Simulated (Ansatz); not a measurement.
# G0W0 run on CaSe (Fm-3m)

Method: G0W0@PBE, plasmon-pole screening, hard PAW set made for 700 eV in Ansatz.

The input was:

```yaml
crystal:
  lattice:
    - [0.0, 2.8564, 2.8564]
    - [2.8564, 0.0, 2.8564]
    - [2.8564, 2.8564, 0.0]
  atoms:
    - { symbol: Ca, position: [0.0, 0.0, 0.0] }
    - { symbol: Se, position: [0.5, 0.5, 0.5] }
basis:
  precision: f64
  xc_grid: 2
  ecutwfc: 700
  ecutrho_ratio: 4
kpoints:
  mp_grid: { grid: [4, 4, 4], shift: [0, 0, 0] }
hamiltonian:
  xc: pbe
  dispersion: none
  pseudopotentials:
    kind: paw
    azcp:
      Ca: "pseudopotentials/Ca.paw.azcp"
      Se: "pseudopotentials/Se.paw.azcp"
magnetization:
  spin_polarized: false
scf:
  lower_state_search: "off"
  max_iter: 200
  occupations: { method: fixed }
  convergence: { dr2_threshold: "1e-10 eV" }
output: {}
gw:
  n_empty_bands: 300
  ecut_chi: 200
  qp_bands: [v1, c1]
```

Linearised quasiparticle energies, zero at the top filled Kohn-Sham level among these points. VB is the top filled band, CB the lowest empty one. Points in brackets are given in fractions of the reciprocal vectors.

```
              k  band  ε_KS (eV)  Σx − Vxc (eV)  Σc (eV)     Z  ε_QP (eV)
              Γ    VB       0.00          -2.53     1.29  0.80      -1.00
              Γ    CB       3.63           5.96    -4.78  0.81       4.58
(0, -0.5, -0.5)    CB       1.73           4.65    -4.04  0.82       2.24
```

The gap (from Γ to k = (0, -0.5, -0.5)) opens from 1.73 eV to 3.23 eV.

Electronic (ion-clamped) dielectric constant on this mesh, from the head of the inverse dielectric matrix: 6.4.

The cell is a model at fixed atoms and needn't be the relaxed known crystal. Spin-orbit coupling is left out. The mesh is coarse, so these are values at the stated settings, not converged ones. Band sums or response are cut, so the gap isn't at its basis limit. The gap is read on the mesh, and the crystal's band edges can lie off it. Meshes this coarse can overestimate the dielectric constant by a tenth and more.
